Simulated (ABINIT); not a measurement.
# C (Fd-3m) in ABINIT: a series of runs

The runs below take C through single point, relaxation of cell and atoms, with PBE.

Program: ABINIT 10.8.3 (patched build). These are calculated values, not measurements. Logs are shortened: lines on timing, memory, paths and dates and some standing lists are left out, and cuts for length are marked. The log counts tension as positive stress, the text compression.

## 1. Starting point

The structure is cubic, space group Fd-3m (No. 227). Conventional cell: a = 3.567 Å, b = 3.567 Å, c = 3.567 Å, α = 90.00°, β = 90.00°, γ = 90.00°. C (site symmetry -43m) is surrounded by 4 C at 1.54 Å.

This isn't the form of C at room conditions, which is graphite.

## 2. Single point, PBE

File run.abi:

```
# Pseudopotentials
pp_dirpath "./"
pseudos "C.upf"

# Structure
acell 3*1.0 Angstrom
rprim
     0.0000000000     1.7833700000     1.7833700000
     1.7833700000     0.0000000000     1.7833700000
     1.7833700000     1.7833700000     0.0000000000
ntypat 1
znucl 6
natom 2
typat 1 1
xred
     0.7500000000     0.7500000000     0.7500000000
     0.5000000000     0.5000000000     0.5000000000

# Plane-wave basis
ecut 31.0

# k points
kptopt 1
ngkpt 10 10 10
nshiftk 1
shiftk 0.0 0.0 0.0

# Exchange and correlation
ixc 11

# Bands and occupations
nband 8
occopt 3
tsmear 0.00183747

# SCF cycle
nstep 100
tolvrs 1.0e-10

# Output
iomode 3
prtwf 0
prtden 0
prteig 0
prtebands 0
enunit 1
```

Potentials or basis: PseudoDojo NC SR PBE v0.4.1 standard.

Started as:

```console
abinit run.abi > log 2>&1
```

run.abo:

```text
.Version 10.8.3 of ABINIT
 Symmetries : space group Fd -3 m (#227); Bravais cF (face-center cubic)
================================================================================
 Values of the parameters that define the memory need of the present run
     intxc =       0    ionmov =       0      iscf =       7    lmnmax =       4
     lnmax =       4     mgfft =      24  mpssoang =       2    mqgrid =    3001
     natom =       2  nloc_mem =       1    nspden =       1   nspinor =       1
    nsppol =       1      nsym =      48    n1xccc =    2501    ntypat =       1
    occopt =       3   xclevel =       2
       mpw =         642          nfft =       13824          nkpt =          47
================================================================================
================================================================================

--------------------------------------------------------------------------------
------------- Echo of variables that govern the present computation ------------
--------------------------------------------------------------------------------
 -outvars: echo values of preprocessed input variables --------
            acell      1.8897261259E+00  1.8897261259E+00  1.8897261259E+00 Bohr
              amu      1.20110000E+01
             ecut      3.10000000E+01 Hartree
           enunit           1
              ixc          11
         kptrlatt       10    0    0      0   10    0      0    0   10
          kptrlen      4.76601409E+01
            natom           2
            nband           8
            ngfft          24      24      24
             nkpt          47
            nstep         100
             nsym          48
           ntypat           1
           occopt           3
           prtden           0
        prtebands           0
           prteig           0
            prtwf           0
            rprim      0.0000000000E+00  1.7833700000E+00  1.7833700000E+00
                       1.7833700000E+00  0.0000000000E+00  1.7833700000E+00
                       1.7833700000E+00  1.7833700000E+00  0.0000000000E+00
          spgroup         227
           tolvrs      1.00000000E-10
           tsmear      1.83747000E-03 Hartree
            typat      1  1
           xangst      2.6750550000E+00  2.6750550000E+00  2.6750550000E+00
                       1.7833700000E+00  1.7833700000E+00  1.7833700000E+00
            xcart      5.0551213217E+00  5.0551213217E+00  5.0551213217E+00
                       3.3700808812E+00  3.3700808812E+00  3.3700808812E+00
             xred      7.5000000000E-01  7.5000000000E-01  7.5000000000E-01
                       5.0000000000E-01  5.0000000000E-01  5.0000000000E-01
            znucl        6.00000

================================================================================

 chkinp: Checking input parameters for consistency.

================================================================================
== DATASET  1 ==================================================================

--- !DatasetInfo
iteration_state: {dtset: 1, }
dimensions: {natom: 2, nkpt: 47, mband: 8, nsppol: 1, nspinor: 1, nspden: 1, mpw: 642, }
cutoff_energies: {ecut:  31.0, pawecutdg:  -1.0, }
electrons: {nelect:   8.00000000E+00, charge:   0.00000000E+00, occopt:   3.00000000E+00, tsmear:   1.83747000E-03, }
meta: {optdriver: 0, ionmov: 0, optcell: 0, iscf: 7, paral_kgb: 0, }
...

 Exchange-correlation functional for the present dataset will be:
  GGA: Perdew-Burke-Ernzerhof functional - ixc=11
  J.P.Perdew, K.Burke, M.Ernzerhof, PRL 77, 3865 (1996)

 Real(R)+Recip(G) space primitive vectors, cartesian coordinates (Bohr,Bohr^-1):
 R(1)=  0.0000000  3.3700809  3.3700809  G(1)= -0.1483644  0.1483644  0.1483644
 R(2)=  3.3700809  0.0000000  3.3700809  G(2)=  0.1483644 -0.1483644  0.1483644
 R(3)=  3.3700809  3.3700809  0.0000000  G(3)=  0.1483644  0.1483644 -0.1483644
 Unit cell volume ucvol=  7.6551017E+01 bohr^3
 Angles (23,13,12)=  6.00000000E+01  6.00000000E+01  6.00000000E+01 degrees

 getcut: wavevector=  0.0000  0.0000  0.0000  ngfft=  24  24  24
         ecut(hartree)=     31.000   => boxcut(ratio)=   2.00914

--- Pseudopotential description ------------------------------------------------
- pspini: atom type   1  psp file is ./C.upf
12 -101130 1 -1 1248                          pspcod,pspxc,lmax,lloc,mmax
     nproj     2     2

   6.90154688E+01                                ecore*ucvol(ha*bohr**3)
--------------------------------------------------------------------------------

================================================================================

--- !BeginCycle
iteration_state: {dtset: 1, }
solver: {iscf: 7, nstep: 100, nline: 4, wfoptalg: 0, }
tolerances: {tolvrs: 1.00E-10, }
...

     iter   Etot(hartree)      deltaE(h)  residm     vres2
 ETOT  1  -12.019451134483    -1.202E+01 2.106E-01 2.353E+01
 ETOT  2  -12.034990415902    -1.554E-02 7.671E-03 7.791E-02
 ETOT  3  -12.035001168314    -1.075E-05 1.214E-04 2.220E-03
 ETOT  4  -12.035001434417    -2.661E-07 6.066E-06 3.021E-05
 ETOT  5  -12.035001436952    -2.534E-09 5.980E-07 5.317E-08
 ETOT  6  -12.035001436954    -2.656E-12 5.670E-08 1.428E-10
 ETOT  7  -12.035001436954     7.105E-15 6.489E-09 6.308E-13

 At SCF step    7       vres2   =  6.31E-13 < tolvrs=  1.00E-10 =>converged.

 Cartesian components of stress tensor (hartree/bohr^3)
  sigma(1 1)=  1.37780956E-04  sigma(3 2)=  0.00000000E+00
  sigma(2 2)=  1.37780956E-04  sigma(3 1)=  0.00000000E+00
  sigma(3 3)=  1.37780956E-04  sigma(2 1)=  0.00000000E+00

--- !ResultsGS
iteration_state: {dtset: 1, }
comment   : Summary of ground state results
lattice_vectors:
- [  0.0000000,   3.3700809,   3.3700809, ]
- [  3.3700809,   0.0000000,   3.3700809, ]
- [  3.3700809,   3.3700809,   0.0000000, ]
lattice_lengths: [   4.76601,    4.76601,    4.76601, ]
lattice_angles: [ 60.000,  60.000,  60.000, ] # degrees, (23, 13, 12)
lattice_volume:   7.6551017E+01
convergence: {deltae:  7.105E-15, res2:  6.308E-13, residm:  6.489E-09, diffor: null, }
etotal    :  -1.20350014E+01
entropy   :   0.00000000E+00
fermie    :   4.82704807E-01
cartesian_stress_tensor: # hartree/bohr^3
- [  1.37780956E-04,   0.00000000E+00,   0.00000000E+00, ]
- [  0.00000000E+00,   1.37780956E-04,   0.00000000E+00, ]
- [  0.00000000E+00,   0.00000000E+00,   1.37780956E-04, ]
pressure_GPa:  -4.0537E+00
xred      :
- [  7.5000E-01,   7.5000E-01,   7.5000E-01,  C]
- [  5.0000E-01,   5.0000E-01,   5.0000E-01,  C]
cartesian_forces: # hartree/bohr
- [ -3.99492671E-29,   3.99492671E-29,   0.00000000E+00, ]
- [  3.99492671E-29,  -3.99492671E-29,  -5.60519386E-45, ]
force_length_stats: {min:   5.64967953E-29, max:   5.64967953E-29, mean:   5.64967953E-29, }
...

 Integrated electronic density in atomic spheres:
 ------------------------------------------------
 Atom  Sphere_radius  Integrated_density
    1        2.00000          4.70149935
    2        2.00000          4.70149935
================================================================================

 ----iterations are completed or convergence reached----

 Mean square residual over all n,k,spin=   57.589E-12; max=  64.888E-10
 reduced coordinates (array xred) for    2 atoms
       0.750000000000      0.750000000000      0.750000000000
       0.500000000000      0.500000000000      0.500000000000
 rms dE/dt=  1.5546E-28; max dE/dt=  2.6926E-28; dE/dt below (all hartree)
    1       0.000000000000      0.000000000000     -0.000000000000
    2       0.000000000000     -0.000000000000     -0.000000000000

 cartesian coordinates (angstrom) at end:
    1      2.67505500000000     2.67505500000000     2.67505500000000
    2      1.78337000000000     1.78337000000000     1.78337000000000

 cartesian forces (hartree/bohr) at end:
    1     -0.00000000000000     0.00000000000000     0.00000000000000
    2      0.00000000000000    -0.00000000000000    -0.00000000000000
 frms,max,avg= 3.2618440E-29 3.9949267E-29   0.000E+00  0.000E+00  0.000E+00 h/b

 cartesian forces (eV/Angstrom) at end:
    1     -0.00000000000000     0.00000000000000     0.00000000000000
    2      0.00000000000000    -0.00000000000000    -0.00000000000000
 frms,max,avg= 1.6773076E-27 2.0542739E-27   0.000E+00  0.000E+00  0.000E+00 e/A
 length scales=  1.889726125908  1.889726125908  1.889726125908 bohr
              =  1.000000000000  1.000000000000  1.000000000000 angstroms
 Fermi (or HOMO) energy (eV) =  13.13507   Average Vxc (eV)= -13.43478
 Eigenvalues (   eV  ) for nkpt=  47  k points:
 kpt#   1, nband=  8, wtk=  0.00100, kpt=  0.0000  0.0000  0.0000 (reduced coord)
 -11.19702   10.30206   10.30206   10.30206   15.93640   15.93640   15.93640   23.61587
 prteigrs : prtvol=0 or 1, do not print more k-points.

--- !EnergyTerms
iteration_state     : {dtset: 1, }
comment             : Components of total free energy in Hartree
kinetic             :  8.45973073648996E+00
hartree             :  9.64972983180144E-01
xc                  : -4.33908677448391E+00
Ewald energy        : -1.27873442426994E+01
psp_core            :  9.01561743076947E-01
local_psp           : -4.67827442000754E+00
non_local_psp       : -5.56561462510459E-01
internal            : -1.20350014369543E+01
'-kT*entropy'       : -1.13590770079244E-18
total_energy        : -1.20350014369543E+01
total_energy_eV     : -3.27489072571899E+02
band_energy         :  3.85598498421386E-01
...

 Cartesian components of stress tensor (hartree/bohr^3)
  sigma(1 1)=  1.37780956E-04  sigma(3 2)=  0.00000000E+00
  sigma(2 2)=  1.37780956E-04  sigma(3 1)=  0.00000000E+00
  sigma(3 3)=  1.37780956E-04  sigma(2 1)=  0.00000000E+00

-Cartesian components of stress tensor (GPa)         [Pressure= -4.0537E+00 GPa]
- sigma(1 1)=  4.05365567E+00  sigma(3 2)=  0.00000000E+00
- sigma(2 2)=  4.05365567E+00  sigma(3 1)=  0.00000000E+00
- sigma(3 3)=  4.05365567E+00  sigma(2 1)=  0.00000000E+00

== END DATASET(S) ==============================================================
================================================================================

 -outvars: echo values of variables after computation  --------
            acell      1.8897261259E+00  1.8897261259E+00  1.8897261259E+00 Bohr
           etotal     -1.2035001437E+01
            fcart     -3.9949267067E-29  3.9949267067E-29  0.0000000000E+00
                       3.9949267067E-29 -3.9949267067E-29 -5.6051938573E-45
            rprim      0.0000000000E+00  1.7833700000E+00  1.7833700000E+00
                       1.7833700000E+00  0.0000000000E+00  1.7833700000E+00
                       1.7833700000E+00  1.7833700000E+00  0.0000000000E+00
           strten      1.3778095582E-04  1.3778095582E-04  1.3778095582E-04
                       0.0000000000E+00  0.0000000000E+00  0.0000000000E+00
           xangst      2.6750550000E+00  2.6750550000E+00  2.6750550000E+00
                       1.7833700000E+00  1.7833700000E+00  1.7833700000E+00
             xred      7.5000000000E-01  7.5000000000E-01  7.5000000000E-01
                       5.0000000000E-01  5.0000000000E-01  5.0000000000E-01
 Calculation completed.
```

Run time: 4.7 s. Hardware: 1 thread of Arm Neoverse V1, shared host; peak memory 0.06 GiB.

What came out:

| Property | Result |
| --- | --- |
| Free energy | -327.4891 eV |
| Band gap on the k mesh | 4.22 eV, indirect (least direct gap 5.63 eV) |
| All electrons inside the program's atomic spheres | C 4.70 (radii [1.0584] Å) |

Levels at points of the mesh, in eV from the valence-band top:
```
           k point  band 1  band 2  band 3  band 4  band 5  band 6  band 7  band 8
(0.00, 0.00, 0.00)  -21.50    0.00    0.00    0.00    5.63    5.63    5.63   13.31
(0.50, 0.00, 0.00)  -15.72  -13.40   -2.81   -2.81    8.52    8.52    8.88   15.72
(0.50, 0.50, 0.00)  -12.79  -12.79   -6.32   -6.32    4.82    4.82   16.83   16.83
```

Caveat: the cutoff is too short for stress, so the log's stress isn't used.

(Part 1 of 2 ends here.)
